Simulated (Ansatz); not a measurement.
# Cu in Ansatz: convergence with ecutrho ratio

The system is Cu.

```xyz
2
Lattice="2.5341 0.0000 0.0000 -1.2670 2.1946 0.0000 0.0000 0.0000 4.1126" Properties=species:S:1:pos:R:3 pbc="T T T"
Cu    1.2670    0.7315    3.0844
Cu    0.0000    1.4631    1.0281
```

This isn't the form of Cu at room conditions, which is fcc.

* Program: Ansatz 0.2.0
* Task: convergence study
* Functional: r2SCAN
* Potentials or basis: Ansatz NC
* Cutoff: 1450 eV
* Density cutoff: 5800 eV
* k mesh: 10 × 10 × 6
* Occupations: fermi-dirac, width 0.05 eV
* Spin: no spin polarisation

These are the settings of the first run; the series varies ecutrho ratio, with any setting tied to it.

Hardware: 2 threads of Intel(R) Xeon(R) Platinum 8259CL CPU @ 2.50GHz (Skylake/Cascade Lake), on a shared host.

| ecutrho ratio | energy less the tightest run, at zero smearing (meV/atom) | SCF cycles | CPU time (s) | peak memory (GiB) |
| --- | --- | --- | --- | --- |
| 4 | 0.00 | 8 | 18 | 0.66 |
| 5 | 0.00 | 8 | 17 | 0.77 |
| 6 | 0.00 | 8 | 17 | 0.91 |
| 8 | 0.00 | 8 | 19 | 1.1 |
| 10 | 0.00 | 8 | 21 | 1.4 |
| 12 | 0.00 | 8 | 25 | 1.9 |

Against the tightest run, the energy stays within 1 meV/atom from 4 on. The tightest run that finished is the yardstick and may itself not be fully converged.
